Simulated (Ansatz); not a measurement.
## How Si answers to pressure

```cif
data_structure
_symmetry_space_group_name_H-M 'Fd-3m:1'
_symmetry_Int_Tables_number 227
_cell_length_a 5.4309
_cell_length_b 5.4309
_cell_length_c 5.4309
_cell_angle_alpha 90.000
_cell_angle_beta 90.000
_cell_angle_gamma 90.000
_cell_volume 160.19
loop_
_atom_site_label
_atom_site_type_symbol
_atom_site_symmetry_multiplicity
_atom_site_Wyckoff_symbol
_atom_site_fract_x
_atom_site_fract_y
_atom_site_fract_z
_atom_site_occupancy
Si1 Si 8 a 0.50000 0.00000 0.50000 1
```

The runs use the primitive cell with vectors (0.000, 2.715, 2.715), (2.715, 0.000, 2.715), (2.715, 2.715, 0.000) Å, to which the k mesh refers.

The structure is an experimental refinement, used without relaxation.

Level of theory: DFT, PBE, all-electron LAPW, scalar-relativistic in Ansatz 0.2.0.

The runs use a Γ-centred 11×11×11 k mesh, Fermi–Dirac smearing of 0.08 eV, basis error target 0.25 meV/atom, no spin polarisation.

The cell is scaled evenly with fractional coordinates held. Semilocal gaps are too small, but their slopes carry over better.

```json
{"V/V(cell)": "0.9405", "P (GPa)": "8.72", "gap on the k mesh (eV)": "0.474"}
{"V/V(cell)": "0.9600", "P (GPa)": "6.28", "gap on the k mesh (eV)": "0.517"}
{"V/V(cell)": "0.9700", "P (GPa)": "5.12", "gap on the k mesh (eV)": "0.538"}
{"V/V(cell)": "0.9800", "P (GPa)": "4.01", "gap on the k mesh (eV)": "0.558"}
{"V/V(cell)": "0.9900", "P (GPa)": "2.97", "gap on the k mesh (eV)": "0.578"}
{"V/V(cell)": "1.0000", "P (GPa)": "1.97", "gap on the k mesh (eV)": "0.598"}
{"V/V(cell)": "1.0100", "P (GPa)": "1.03", "gap on the k mesh (eV)": "0.616"}
{"V/V(cell)": "1.0200", "P (GPa)": "0.13", "gap on the k mesh (eV)": "0.635"}
{"V/V(cell)": "1.0300", "P (GPa)": "-0.72", "gap on the k mesh (eV)": "0.652"}
{"V/V(cell)": "1.0400", "P (GPa)": "-1.53", "gap on the k mesh (eV)": "0.670"}
{"V/V(cell)": "1.0600", "P (GPa)": "-3.02", "gap on the k mesh (eV)": "0.703"}
```

Q: From the rows at 0.9900 and 1.0100, what is the bulk modulus at the cell's volume?

A: B = −ΔP/Δln V = −[(1.03) − (2.97)]/0.02000 = 97.0 GPa.

Q: What are the gap's volume deformation potential and pressure coefficient?

A: dEg/dln V = (0.616 − 0.578)/0.02000 = 1.90 eV, and dEg/dP = −(dEg/dln V)/B = -20 meV/GPa: pressure narrows the gap.

Q: Predict the row at V/V(cell) = 0.9400. How far is a linear estimate of P off?

A: P = 8.78 GPa, gap 0.473 eV. The linear estimate P(cell) − B ln(V/V(cell)) = 7.97 GPa misses by 0.81 GPa, since the modulus grows under compression.
